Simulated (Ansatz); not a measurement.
# Checking a converged run of Co

System: Co, a measured crystal structure (space group Fm-3m, primitive cell doubled); the cell holds 2 atoms. Source: COD entry 9012926; the sample's temperature and pressure aren't taken into account, and it need not be the stable phase.

Computed with DFT, PBE, PAW, plane waves, scalar-relativistic in Ansatz development build ahead of 0.2.0.

```yaml
crystal:
  lattice:
    - [0.0, 1.7844, 1.7844]
    - [3.5688, 0.0, 3.5688]
    - [1.7844, 1.7844, 0.0]
  atoms:
    - { symbol: Co, position: [0.0, 0.0, 0.0], spin: 0.6 }
    - { symbol: Co, position: [0.0, 0.5, 0.0], spin: 0.6 }
magnetization:
  spin_polarized: true
hamiltonian:
  xc: pbe
  pseudopotentials: { kind: paw }
basis:
  ecutwfc: 420
kpoints:
  mp_grid: { grid: [13, 7, 13] }
scf:
  occupations: { method: fermi_dirac, width: 0.1 }
  lower_state_search: "off"
output:
  forces: true
  stress: true
```

Wall time and machine: 54 s on 2 threads of AMD EPYC 7R43 64-Core Processor (shared host), peak memory 0.52 GiB.

The end of the output:

```
SCF converged after 17 iterations
Magnetization: 3.3377 μB (18.6689 up, 15.3311 down)
Absolute magnetization: 3.6513 μB (∫|ρ↑−ρ↓|, with the PAW one-centre terms)
Spin contamination: 0.0567 ħ² per cell (⟨S²⟩ above its minimum at these occupations)
Per-site moments (μB) at R_I (Å): [(1.7405, 1.0409), (1.7405, 1.0409)]
Free energy (F): -10252.289508 eV
Harris-Foulkes:  -10252.289508 eV  (|F-HF|=7.60e-10)
Internal energy: -10252.211896 eV  (E = F + TS)
E sigma→0 (E₀):  -10252.250702 eV
Entropy (-TS):   -0.077612 eV (-38.806 meV/atom)
Fermi energy:    17.795456 eV
--- Forces (eV/Å), atoms counted from 1 ---
  atom   1  Co     0.00000000     0.00000000     0.00000000
  atom   2  Co     0.00000000     0.00000000     0.00000000
--- Stress (GPa, compression-positive) ---
       -7.716577      -0.088012       0.214710
       -0.088012      -7.815110      -0.088012
        0.214710      -0.088012      -7.716577
  P = ⅓ Tr σ = -7.7494 GPa (-77.494 kbar)
```

The mesh has less symmetry than the lattice, which lowers the symmetry of the run.

Site moments are taken inside atomic spheres and don't add up to the total.

**Question.** Would you trust this as the ground state? If a lower solution is known, describe it.

**Answer.** No lower state turned up: it is the lowest of 3 states reached by 13 converged runs, and the next lies 203 meV/atom higher (antiferromagnetic, site moments Co1 1.13, Co2 -1.13 μB, total 0.00 μB per cell, no gap on the k-mesh). That doesn't prove a ground state. This multiple of the primitive cell fits some opposed orders; other multiples fit others. Only collinear orders within this cell were tried; the true ground state may need a larger cell.
